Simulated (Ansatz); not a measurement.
Tc:

```
CELL_PARAMETERS angstrom
0.00000 1.95000 1.95000
1.95000 0.00000 1.95000
1.95000 1.95000 0.00000
ATOMIC_POSITIONS crystal
Tc 0.00000 0.00000 0.00000
```

This isn't the form of Tc at room conditions, which is hcp.

| Item | Value |
| --- | --- |
| Program | Ansatz 0.2.0 |
| Task | relaxation of cell and atoms |
| Functional | PBE |
| Potentials or basis | Ansatz PAW earlier set |
| Cutoff | 500 eV (not typed: the program's choice for these potentials) |
| k mesh | 12 × 12 × 12 |
| Occupations | fermi-dirac, width 0.05 eV |
| Spin | no spin polarisation |

At the start: volume 14.83 Å³/atom.

Problem. Where does the relaxation end?

Solution. It ends after 4 steps and the volume is 14.51 Å³/atom (-2.2 %); space group Fm-3m (No. 225, to 0.05 Å).

Step by step:
| step | energy change (eV) | largest force (eV/Å) | volume (Å³) |
| --- | --- | --- | --- |
| 1 | 0.0000 | 0.0000 | 14.83 |
| 2 | -0.0064 | 0.0000 | 14.53 |
| 3 | -0.0064 | 0.0000 | 14.51 |
| 4 | -0.0064 | 0.0000 | 14.51 |

Final structure:
```
CELL_PARAMETERS angstrom
0.00000 1.93570 1.93570
1.93570 0.00000 1.93570
1.93570 1.93570 0.00000
ATOMIC_POSITIONS crystal
Tc 0.00000 0.00000 0.00000
```

Caveat: the plane-wave basis is chosen anew once the cell has moved, so the energies of steps on either side of that aren't comparable.
